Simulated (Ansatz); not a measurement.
A series in volume per atom on Re

Equation of state of a cubic crystal from periodic Kohn-Sham density functional theory without spin; pressure corrected for the finite basis. The results are calculated, by Ansatz 0.2.0 development build.

Cell of the first row (space group Pm-3m, No. 221):
```
cell vectors (Å)
   2.5259     0.0000     0.0000
   0.0000     2.5259     0.0000
   0.0000     0.0000     2.5259
atoms (fractions of the cell vectors)
Re  0.00000  0.00000  0.00000
```

Settings of every row: formula Re; structure type simple cubic; functional PBE; spin treatment none; k mesh 42x42x42; occupation method fermi-dirac; occupation width 0.061225619 eV; wave cutoff 420 eV; datasets soft-1 PAW; density cutoff ratio 4.

Limits: a cubic model structure, not a phase known at ambient conditions; no spin-orbit coupling, which can matter with elements this heavy.

```
row  volume per atom (Å³)  pressure (GPa)  energy above lowest point (meV/atom)
  1                16.115          18.498                                 56.63
  2                16.458          11.707                                 24.43
  3                16.801           5.606                                  6.03
  4                17.144           0.123                                     0
  5                17.487          -4.803                                   5.1
  6                 17.83               ?                                     ?
  7                18.173         -13.201                                 44.28
```

Question: what pressure and energy above lowest point should row 6 give?

Worked fit of pressure. Take u = (V_r/V)^(2/3) − 1 with V_r = 16.972 Å³ an atom, which is twice the finite (Eulerian) strain; such expansions in the strain, on which the Birch-Murnaghan equation of state is built, carry the rest volume and the bulk modulus. The shown rows have u = 0.03515, 0.02071, 0.00677, -0.0067, -0.01973, -0.04456. Least squares give pressure = 2.8003 + 406.891 × u + 1104.44 × u² + 713 × u³ GPa; a parabola predicts inner rows, each left out in turn, worse (root mean square 0.014 against 0.00059 GPa). All shown rows lie on it to the printed digit. The pressure vanishes at u = -0.0070, or V = 17.15 Å³ an atom, and there the bulk modulus at fixed shape and fractions is B = −V dP/dV = (2/3)(1 + u) dP/du = 259 GPa. The withheld row has u = -0.03234, so the fit gives 2.8003 + 406.891 × (-0.03234) + 1104.44 × (-0.03234)² + 713 × (-0.03234)³ = -9.228 GPa.

The calculation gave -9.228 GPa. The fit meets it to the printed digit.

Worked fit of energy above lowest point. Take u = (V_r/V)^(2/3) − 1 with V_r = 16.972 Å³ an atom, which is twice the finite (Eulerian) strain; such expansions in the strain, on which the Birch-Murnaghan equation of state is built, carry the rest volume and the bulk modulus. The shown rows have u = 0.03515, 0.02071, 0.00677, -0.0067, -0.01973, -0.04456. Least squares give energy above lowest point = 1.561 + 444.78 × u + 31731.9 × u² + 5291 × u³ meV/atom; a parabola predicts inner rows, each left out in turn, worse (root mean square 0.11 against 0.0055 meV/atom). All shown rows lie on it to the printed digit. Its lowest point lies at u = -0.0070, or V = 17.15 Å³ an atom, and the curvature there gives the bulk modulus at fixed shape and fractions, B = (4/9)(1 + u)² E″(u)/V = 259 GPa. The withheld row has u = -0.03234, so the fit gives 1.561 + 444.78 × (-0.03234) + 31731.9 × (-0.03234)² + 5291 × (-0.03234)³ = 20.19 meV/atom.

The calculation gave 20.2 meV/atom. The fit lies 0.01 meV/atom (0.018 % of the column's range) below it, one unit of the last digit.
